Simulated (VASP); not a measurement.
A run of VASP 6.6.1 is set up as follows.

Contents of INCAR:

```
AGGAC = 0.0 ; ALGO = Normal
EDIFF = 1E-7 ; EDIFFG = -0.005
ENCUT = 600 ; GGA = MK
IBRION = 2 ; ISIF = 3
ISMEAR = 0 ; LASPH = T
LCHARG = F ; LREAL = F
LUSE_VDW = T ; LWAVE = F
NELM = 80 ; NSW = 90
PARAM1 = 0.1234 ; PARAM2 = 0.711357
PREC = Accurate ; SIGMA = 0.03
ZAB_VDW = -1.8867
```

KPOINTS

```
k-points
0
Gamma
  9 9 5
```

Contents of POSCAR:

```
SnS2                                    
1.0
    3.6876449960     -0.0000000000      0.0000000000
   -1.8438224980      3.1935942467      0.0000000000
   -0.0000000000     -0.0000000000      5.8846165965
  Sn              S             
     1     2
Direct
     1.0000000000000000    1.0000000000000000    0.0000000000000000
     0.3333333332999970    0.6666666667000030    0.2521217541524963
     0.6666666667000030    0.3333333332999970    0.7478782458475036
```

Potentials or basis: VASP PAW PBE potentials, release 64 (Sn_d, S).

Run with:

```console
$ cat potpaw_PBE.64/Sn_d/POTCAR potpaw_PBE.64/S/POTCAR > POTCAR
$ mpirun -np 1 vasp_std > vasp.out
```

Task: What does it give for the band gap on the k mesh?

Result: 1.23 eV, indirect (least direct gap 1.57 eV).

Task: Predict the relaxed volume.

Result: 23.07 Å³/atom.

Task: What does it give for the space group after relaxing (to 0.05 Å)?

Result: P-3m1 (No. 164).

Task: Predict the relaxed cell.

Result: a = 3.687 Å, b = 3.687 Å, c = 5.879 Å, α = 90.00°, β = 90.00°, γ = 120.00°.

Final structure:
```
CELL_PARAMETERS angstrom
3.68730 0.00000 0.00000
-1.84365 3.19329 0.00000
0.00000 0.00000 5.87853
ATOMIC_POSITIONS crystal
Sn 0.00000 0.00000 0.00000
S 0.33333 0.66667 0.25228
S 0.66667 0.33333 0.74772
```

Caveat: the PAW data sets were made with another functional, which shifts forces and pressure a little; spin-orbit coupling is left out, which moves the levels of the heavy elements; an odd mesh through Γ misses points on the zone boundary, where band edges often lie.
